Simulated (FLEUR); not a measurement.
Runs of FLEUR MaX-R8.1 (later development tree) on C. The structure is cubic, space group Fd-3m (No. 227). The conventional cell has a = 3.567 Å, b = 3.567 Å, c = 3.567 Å, α = 90.00°, β = 90.00°, γ = 90.00°. C (site symmetry -43m) is surrounded by 4 C at 1.54 Å. This isn't the form of C at room conditions, which is graphite.

```tsv
task	level	cell	k mesh	gmax	muffin-tin radii	max iterations	mixing factor	mixer	kmax	mesh quality	gap on the mesh (eV)
band structure	r2SCAN	as given	13 × 13 × 13	16.5 1/bohr	C 1.35 bohr	80	0.05	Anderson	5.33 1/bohr	not flagged	4.36
single point	PBEsol	as given	13 × 13 × 13	17 1/bohr	C 1.31 bohr	60	0.05	Anderson	5.5 1/bohr	not flagged	4.01
single point	HSE06	as given	6 × 6 × 6	16.5 1/bohr	C 1.35 bohr	30	0.05	Anderson	5.33 1/bohr	coarse	(a)
single point	PBEsol	atoms moved at random, drawn with an rms of 0.05 Å	13 × 13 × 13	17 1/bohr	C 1.31 bohr	60	0.05	Anderson	5.5 1/bohr	not flagged	3.11
```

Alike in all rows: potentials or basis all-electron, FLAPW; no spin polarisation; smearing fermi-dirac 0.05 eV.

Task: Estimate the missing entries.

Result: (a) 5.32.

Caveats: some runs use coarse meshes; an odd mesh through Γ misses points on the zone boundary, where band edges often lie (some runs); the meta-GGA is that of a development version, with a GGA for the radial functions and cores and without core tails (some runs); core states are solved in the semilocal potential (some runs).

The runs were made with more than one version of the program.
